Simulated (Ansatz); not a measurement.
## As in Ansatz: the effect of functional

As:

```
As
1.0
     2.75671    0.00000    0.00000
     0.00000    2.75671    0.00000
     0.00000    0.00000    2.75671
As
1
Direct
  0.50000 0.50000 0.50000
```

This isn't the form of As at room conditions, which is rhombohedral.

The cell isn't the ideal one: volume scaled by 1.06.

Alike in all runs:

```yaml
Program: Ansatz 0.2.0
Task: single point
Potentials_or_basis: Ansatz PAW
k_mesh: 10 × 10 × 10
Occupations: fermi-dirac, width 0.05 eV
Spin: no spin polarisation
```

```tsv
functional	cutoff	pressure (GPa)
LDA	420 eV (not typed: the program's choice for these potentials)	-7.3
PBEsol	420 eV (not typed: the program's choice for these potentials)	-5.9
r2SCAN	500 eV (not typed: the program's choice for these potentials)	?
```

Question: What does the run with functional r2SCAN give?

Answer: Pressure -4.7 GPa.

Caveats: the PAW data sets come from PBE, with cores solved anew for the run's functional, which leaves a small shift of forces and pressure.
